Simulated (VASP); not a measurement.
All values below come from PBE GGA, VASP's PBE PAW potentials (set 64) (plane waves; VASP).

The input files of a VASP run:

### KPOINTS
```
Automatic mesh
0
G
 6 6 5
0 0 0
```

### POSCAR
```
Li3N
1.0
  1.8163155034  -3.1459510067   0.0000000000
  1.8163155034   3.1459510067   0.0000000000
  0.0000000000   0.0000000000   3.8662002627
Li N
3 1
Direct
  0.3333330000   0.6666670000   1.0000000000
  0.6666670000   0.3333330000   0.0000000000
  0.0000000000   0.0000000000   0.5000000000
  0.0000000000   0.0000000000   0.0000000000
```

INCAR:
```
! general
SYSTEM = Li3N
PREC   = Accurate
ENCUT  = 650
LREAL  = .FALSE.
LASPH  = .TRUE.

! electronic loop
EDIFF  = 1E-7
NELM   = 100
ALGO   = Normal

! smearing
ISMEAR = 0
SIGMA  = 0.05

! functional
GGA    = PE

! ions
IBRION = 6
NSW    = 1
ISIF   = 3
POTIM  = 0.015
NFREE  = 2

! output
LWAVE  = .FALSE.
LCHARG = .FALSE.
```

POTCAR, in this order: Li_sv N (PBE.64 set). Program: vasp_std.

Output

### OUTCAR
```
 ion  position               nearest neighbor table
   1  0.333  0.667  0.000-   2 2.10   2 2.10   4 2.10   4 2.10   4 2.10   2 2.10
   2  0.667  0.333  0.000-   1 2.10   1 2.10   4 2.10   4 2.10   4 2.10   1 2.10
   3  0.000  0.000  0.500-   4 1.93   4 1.93
   4  0.000  0.000  0.000-   3 1.93   3 1.93   1 2.10   2 2.10   2 2.10   1 2.10   2 2.10   1 2.10
  LATTYP: Found a hexagonal cell.
 ALAT       =     3.6326312426
 C/A-ratio  =     1.0642974760
 Subroutine PRICEL returns:
 Original cell was already a primitive cell.
 Subroutine GETGRP returns: Found 24 space group operations
The static configuration has the point symmetry D_6h.
The dynamic configuration has the point symmetry D_6h.
 Subroutine INISYM returns: Found 24 space group operations
 Subroutine IBZKPT returns following result:
 Found     21 irreducible k-points:

 Following reciprocal coordinates:
            Coordinates               Weight
  0.000000  0.000000  0.000000      1.000000
  0.166667  0.000000  0.000000      6.000000
  0.333333  0.000000  0.000000      6.000000
  0.500000 -0.000000  0.000000      3.000000
  0.166667  0.166667  0.000000      6.000000
  0.333333  0.166667  0.000000     12.000000
...
```

File OSZICAR:
```
...
  15 F= -.15631564E+02 E0= -.15631564E+02  d E =-.724447E-14
       N       E                     dE             d eps       ncg     rms          rms(c)
DAV:   1    -0.156315355976E+02    0.28580E-04   -0.21403E+00   594   0.146E+01    0.360E-02
DAV:   2    -0.156320546608E+02   -0.51906E-03   -0.53859E-03   651   0.810E-01    0.210E-02
DAV:   3    -0.156320663892E+02   -0.11728E-04   -0.18427E-04   926   0.124E-01    0.379E-03
DAV:   4    -0.156320675749E+02   -0.11857E-05   -0.82852E-06   731   0.296E-02    0.233E-03
DAV:   5    -0.156320689955E+02   -0.14206E-05   -0.97598E-07   808   0.109E-02    0.612E-04
DAV:   6    -0.156320690688E+02   -0.73277E-07   -0.18085E-07   604   0.459E-03
  16 F= -.15632069E+02 E0= -.15632069E+02  d E =-.970853E-15
       N       E                     dE             d eps       ncg     rms          rms(c)
DAV:   1    -0.156315401679E+02    0.52883E-03   -0.37123E+00   594   0.186E+01    0.439E-02
DAV:   2    -0.156320803084E+02   -0.54014E-03   -0.60827E-03   642   0.836E-01    0.225E-02
DAV:   3    -0.156320684356E+02    0.11873E-04   -0.27732E-04   910   0.146E-01    0.539E-03
DAV:   4    -0.156320692855E+02   -0.84989E-06   -0.10421E-05   745   0.323E-02    0.338E-03
DAV:   5    -0.156320692042E+02    0.81319E-07   -0.94435E-07   948   0.921E-03
  17 F= -.15632069E+02 E0= -.15632069E+02  d E =-.983832E-15
       N       E                     dE             d eps       ncg     rms          rms(c)
DAV:   1    -0.156315424557E+02    0.52683E-03   -0.21634E+00   864   0.162E+01    0.275E-02
DAV:   2    -0.156320219288E+02   -0.47947E-03   -0.49167E-03   933   0.795E-01    0.144E-02
DAV:   3    -0.156320260827E+02   -0.41540E-05   -0.17076E-04  1422   0.125E-01    0.524E-03
DAV:   4    -0.156320243334E+02    0.17493E-05   -0.64938E-06  1055   0.251E-02    0.232E-03
DAV:   5    -0.156320240050E+02    0.32845E-06   -0.80265E-07  1278   0.821E-03    0.127E-03
DAV:   6    -0.156320238868E+02    0.11812E-06   -0.42885E-07  1068   0.595E-03    0.407E-04
DAV:   7    -0.156320238812E+02    0.56714E-08   -0.46365E-08   614   0.204E-03
  18 F= -.15632024E+02 E0= -.15632024E+02  d E =-.952336E-15
       N       E                     dE             d eps       ncg     rms          rms(c)
DAV:   1    -0.156316009551E+02    0.42293E-03   -0.33152E+00   867   0.141E+01    0.389E-02
DAV:   2    -0.156320195355E+02   -0.41858E-03   -0.44063E-03   906   0.630E-01    0.207E-02
DAV:   3    -0.156320235116E+02   -0.39761E-05   -0.13687E-04  1306   0.956E-02    0.735E-03
DAV:   4    -0.156320236464E+02   -0.13485E-06   -0.76821E-06  1133   0.238E-02    0.313E-03
DAV:   5    -0.156320237884E+02   -0.14199E-06   -0.47572E-07  1216   0.626E-03    0.155E-03
DAV:   6    -0.156320238647E+02   -0.76218E-07   -0.12559E-07  1008   0.346E-03
  19 F= -.15632024E+02 E0= -.15632024E+02  d E =-.957457E-15
       N       E                     dE             d eps       ncg     rms          rms(c)
DAV:   1    -0.156309051292E+02    0.11187E-02   -0.21794E+00   462   0.120E+01    0.592E-02
DAV:   2    -0.156312740099E+02   -0.36888E-03   -0.48013E-03   504   0.707E-01    0.320E-02
DAV:   3    -0.156312538305E+02    0.20179E-04   -0.22715E-04   655   0.129E-01    0.641E-03
DAV:   4    -0.156312551832E+02   -0.13527E-05   -0.20671E-05   552   0.353E-02    0.511E-03
DAV:   5    -0.156312552285E+02   -0.45231E-07   -0.12929E-06   707   0.907E-03    0.278E-03
DAV:   6    -0.156312551486E+02    0.79892E-07   -0.60698E-07   560   0.777E-03
  20 F= -.15631255E+02 E0= -.15631255E+02  d E =-.898224E-15
       N       E                     dE             d eps       ncg     rms          rms(c)
DAV:   1    -0.156302269866E+02    0.10282E-02   -0.43009E+00   462   0.170E+01    0.117E-01
DAV:   2    -0.156313234477E+02   -0.10965E-02   -0.15453E-02   516   0.119E+00    0.587E-02
DAV:   3    -0.156312472482E+02    0.76199E-04   -0.72567E-04   583   0.224E-01    0.110E-02
DAV:   4    -0.156312541996E+02   -0.69514E-05   -0.75999E-05   549   0.685E-02    0.965E-03
DAV:   5    -0.156312549593E+02   -0.75967E-06   -0.42293E-06   742   0.151E-02    0.614E-03
DAV:   6    -0.156312551801E+02   -0.22082E-06   -0.13436E-06   542   0.130E-02    0.110E-03
DAV:   7    -0.156312552057E+02   -0.25620E-07   -0.59264E-08   299   0.217E-03
  21 F= -.15631255E+02 E0= -.15631255E+02  d E =-.897235E-15
       N       E                     dE             d eps       ncg     rms          rms(c)
DAV:   1    -0.156298072522E+02    0.14479E-02   -0.19570E+00   858   0.128E+01    0.102E-01
DAV:   2    -0.156318481706E+02   -0.20409E-02   -0.23220E-02  1045   0.127E+00    0.648E-02
DAV:   3    -0.156317833101E+02    0.64861E-04   -0.18542E-03  1438   0.315E-01    0.290E-02
DAV:   4    -0.156317366674E+02    0.46643E-04   -0.23244E-04  1032   0.137E-01    0.123E-02
DAV:   5    -0.156317373210E+02   -0.65362E-06   -0.33030E-05  1011   0.448E-02    0.104E-02
DAV:   6    -0.156317361366E+02    0.11844E-05   -0.57236E-06  1148   0.203E-02    0.296E-03
DAV:   7    -0.156317358240E+02    0.31255E-06   -0.21163E-06  1028   0.119E-02    0.108E-03
DAV:   8    -0.156317358282E+02   -0.42221E-08   -0.30153E-07   924   0.464E-03
  22 F= -.15631736E+02 E0= -.15631736E+02  d E =-.105266E-14
       N       E                     dE             d eps       ncg     rms          rms(c)
DAV:   1    -0.156311672345E+02    0.56859E-03   -0.26817E+00   858   0.114E+01    0.175E-01
DAV:   2    -0.156322557488E+02   -0.10885E-02   -0.23671E-02  1064   0.106E+00    0.971E-02
DAV:   3    -0.156317221650E+02    0.53358E-03   -0.25178E-03  1145   0.405E-01    0.356E-02
DAV:   4    -0.156317365565E+02   -0.14391E-04   -0.43913E-04  1124   0.153E-01    0.239E-02
DAV:   5    -0.156317370045E+02   -0.44797E-06   -0.24122E-05  1287   0.357E-02    0.165E-02
DAV:   6    -0.156317357503E+02    0.12542E-05   -0.81608E-06  1002   0.278E-02    0.200E-03
DAV:   7    -0.156317358137E+02   -0.63423E-07   -0.10474E-06  1089   0.833E-03    0.194E-03
DAV:   8    -0.156317358160E+02   -0.23271E-08   -0.94082E-08   602   0.314E-03
  23 F= -.15631736E+02 E0= -.15631736E+02  d E =-.990634E-15
       N       E                     dE             d eps       ncg     rms          rms(c)
DAV:   1    -0.156305858900E+02    0.11499E-02   -0.17664E+00   462   0.948E+00    0.104E-01
DAV:   2    -0.156314348936E+02   -0.84900E-03   -0.15786E-02   609   0.876E-01    0.693E-02
DAV:   3    -0.156310726207E+02    0.36227E-03   -0.19717E-03   655   0.343E-01    0.264E-02
DAV:   4    -0.156310621001E+02    0.10521E-04   -0.22724E-04   585   0.113E-01    0.171E-02
DAV:   5    -0.156310539136E+02    0.81865E-05   -0.16886E-05   668   0.323E-02    0.103E-02
DAV:   6    -0.156310452467E+02    0.86669E-05   -0.15953E-05   552   0.353E-02    0.120E-03
DAV:   7    -0.156310453446E+02   -0.97909E-07   -0.20981E-06   555   0.112E-02    0.150E-03
DAV:   8    -0.156310453311E+02    0.13538E-07   -0.85258E-08   348   0.269E-03
  24 F= -.15631045E+02 E0= -.15631045E+02  d E =-.965741E-15
       N       E                     dE             d eps       ncg     rms          rms(c)
DAV:   1    -0.156305738747E+02    0.47147E-03   -0.36062E+00   462   0.133E+01    0.174E-01
DAV:   2    -0.156317466435E+02   -0.11728E-02   -0.30829E-02   619   0.125E+00    0.114E-01
DAV:   3    -0.156310431564E+02    0.70349E-03   -0.41880E-03   689   0.481E-01    0.347E-02
DAV:   4    -0.156310457584E+02   -0.26021E-05   -0.41030E-04   568   0.158E-01    0.216E-02
DAV:   5    -0.156310460064E+02   -0.24797E-06   -0.28021E-05   697   0.381E-02    0.140E-02
DAV:   6    -0.156310456430E+02    0.36341E-06   -0.49994E-06   537   0.238E-02    0.247E-03
DAV:   7    -0.156310453991E+02    0.24392E-06   -0.14019E-06   624   0.820E-03    0.146E-03
DAV:   8    -0.156310453647E+02    0.34404E-07   -0.17489E-07   398   0.379E-03
  25 F= -.15631045E+02 E0= -.15631045E+02  d E =-.975383E-15
```

File OUTCAR:
```
------------------------ aborting loop because EDIFF is reached ----------------------------------------
  FORCE on cell =-STRESS in cart. coord.  units (eV):
  Direction    XX          YY          ZZ          XY          YZ          ZX
  --------------------------------------------------------------------------------------
  Total       -0.0638120     -0.0638120     -0.0561859      0.0000000     -0.0000000      0.0000000
  in kB       -2.3139575     -2.3139579     -2.0374184      0.0000000     -0.0000000      0.0000000
  external PRESSURE =      -2.2217780 kB  Pullay stress =       0.0000000 kB
  volume of cell :       44.18
      direct lattice vectors                 reciprocal lattice vectors
     1.816315503 -3.145951007  0.000000000     0.275282570 -0.158934452  0.000000000
     1.816315503  3.145951007  0.000000000     0.275282570  0.158934452  0.000000000
     0.000000000  0.000000000  3.866200263     0.000000000  0.000000000  0.258651889
 POSITION                                       TOTAL-FORCE (eV/Angst)
 -----------------------------------------------------------------------------------
      1.81632      1.04865      0.00000        -0.000000      0.000000     -0.034639
      1.81632     -1.04865      0.00000         0.000000     -0.000000     -0.034639
      0.00000      0.00000      1.93310         0.000000     -0.000000     -0.092568
      0.00000      0.00000     -0.01500         0.000000     -0.000000      0.161847
 -----------------------------------------------------------------------------------
    total drift:                               -0.000000      0.000000      0.000314
  FREE ENERGIE OF THE ION-ELECTRON SYSTEM (eV)
  ---------------------------------------------------
  free  energy   TOTEN  =       -15.6310453647 eV

  energy  without entropy=      -15.6310453647  energy(sigma->0) =      -15.63104536

   1 f  =   20.323924 THz   127.698981 2PiTHz  677.933132 cm-1    84.052958 meV
             X         Y         Z           dx          dy          dz
      1.816316  1.048652  0.000000     0.000000    0.000000   -0.021814
      1.816316 -1.048652  0.000000     0.000000    0.000000   -0.021814
      0.000000  0.000000  1.933100     0.000000    0.000000    0.832019
      0.000000  0.000000  0.000000    -0.000000   -0.000000   -0.553889

   2 f  =   18.451497 THz   115.934173 2PiTHz  615.475682 cm-1    76.309225 meV
             X         Y         Z           dx          dy          dz
      1.816316  1.048652  0.000000     0.000000    0.707107   -0.000000
      1.816316 -1.048652  0.000000    -0.000000   -0.707107    0.000000
      0.000000  0.000000  1.933100    -0.000000   -0.000000    0.000000
      0.000000  0.000000  0.000000     0.000000   -0.000000    0.000000

   3 f  =   18.451495 THz   115.934163 2PiTHz  615.475629 cm-1    76.309218 meV
             X         Y         Z           dx          dy          dz
      1.816316  1.048652  0.000000     0.707107   -0.000000   -0.000000
      1.816316 -1.048652  0.000000    -0.707107    0.000000    0.000000
      0.000000  0.000000  1.933100    -0.000000   -0.000000   -0.000000
      0.000000  0.000000  0.000000    -0.000000   -0.000000    0.000000

   4 f  =   14.450919 THz    90.797804 2PiTHz  482.030786 cm-1    59.764174 meV
             X         Y         Z           dx          dy          dz
      1.816316  1.048652  0.000000     0.000000    0.000000   -0.545165
      1.816316 -1.048652  0.000000     0.000000    0.000000   -0.545165
      0.000000  0.000000  1.933100     0.000000    0.000000    0.332863
      0.000000  0.000000  0.000000    -0.000000   -0.000000    0.542948

   5 f  =   12.403291 THz    77.932175 2PiTHz  413.729251 cm-1    51.295866 meV
             X         Y         Z           dx          dy          dz
      1.816316  1.048652  0.000000    -0.000000    0.527839    0.000000
      1.816316 -1.048652  0.000000    -0.000000    0.527839   -0.000000
      0.000000  0.000000  1.933100     0.000000   -0.132038   -0.000000
      0.000000  0.000000  0.000000     0.000000   -0.652180    0.000000

   6 f  =   12.403290 THz    77.932168 2PiTHz  413.729215 cm-1    51.295862 meV
             X         Y         Z           dx          dy          dz
      1.816316  1.048652  0.000000     0.527839    0.000000    0.000000
      1.816316 -1.048652  0.000000     0.527839    0.000000   -0.000000
      0.000000  0.000000  1.933100    -0.132038   -0.000000   -0.000000
      0.000000  0.000000  0.000000    -0.652180   -0.000000   -0.000000

   7 f  =    9.483587 THz    59.587132 2PiTHz  316.338396 cm-1    39.220945 meV
             X         Y         Z           dx          dy          dz
      1.816316  1.048652  0.000000     0.000000    0.147849   -0.000000
      1.816316 -1.048652  0.000000     0.000000    0.147849   -0.000000
      0.000000  0.000000  1.933100    -0.000000   -0.883926    0.000000
      0.000000  0.000000  0.000000     0.000000    0.418279   -0.000000

   8 f  =    9.483586 THz    59.587126 2PiTHz  316.338369 cm-1    39.220941 meV
             X         Y         Z           dx          dy          dz
      1.816316  1.048652  0.000000    -0.147849    0.000000    0.000000
      1.816316 -1.048652  0.000000    -0.147849    0.000000   -0.000000
      0.000000  0.000000  1.933100     0.883926   -0.000000    0.000000
      0.000000  0.000000  0.000000    -0.418279    0.000000   -0.000000

   9 f/i=    0.016378 THz     0.102904 2PiTHz    0.546302 cm-1     0.067733 meV
             X         Y         Z           dx          dy          dz
      1.816316  1.048652  0.000000    -0.446685   -0.000010   -0.000000
      1.816316 -1.048652  0.000000    -0.446685   -0.000010   -0.000000
      0.000000  0.000000  1.933100    -0.448600   -0.000010   -0.000000
      0.000000  0.000000  0.000000    -0.632222   -0.000014   -0.000000

  10 f/i=    0.016378 THz     0.102904 2PiTHz    0.546302 cm-1     0.067733 meV
             X         Y         Z           dx          dy          dz
      1.816316  1.048652  0.000000    -0.000010    0.446685   -0.000000
      1.816316 -1.048652  0.000000    -0.000010    0.446685   -0.000000
      0.000000  0.000000  1.933100    -0.000010    0.448600   -0.000000
      0.000000  0.000000  0.000000    -0.000014    0.632222   -0.000000

  11 f/i=    0.081583 THz     0.512602 2PiTHz    2.721320 cm-1     0.337401 meV
             X         Y         Z           dx          dy          dz
      1.816316  1.048652  0.000000    -0.000000    0.000000    0.449799
      1.816316 -1.048652  0.000000    -0.000000    0.000000    0.449799
      0.000000  0.000000  1.933100    -0.000000    0.000000    0.443787
      0.000000  0.000000  0.000000    -0.000000    0.000000    0.631201

  12 f/i=    2.500347 THz    15.710145 2PiTHz   83.402606 cm-1    10.340601 meV
             X         Y         Z           dx          dy          dz
      1.816316  1.048652  0.000000     0.000000    0.000000    0.707107
      1.816316 -1.048652  0.000000     0.000000    0.000000   -0.707107
      0.000000  0.000000  1.933100     0.000000    0.000000    0.000000
      0.000000  0.000000  0.000000     0.000000    0.000000    0.000000

...
```
(Selected blocks of OUTCAR.)

The compound is Li3N in the alpha structure. It was relaxed first.
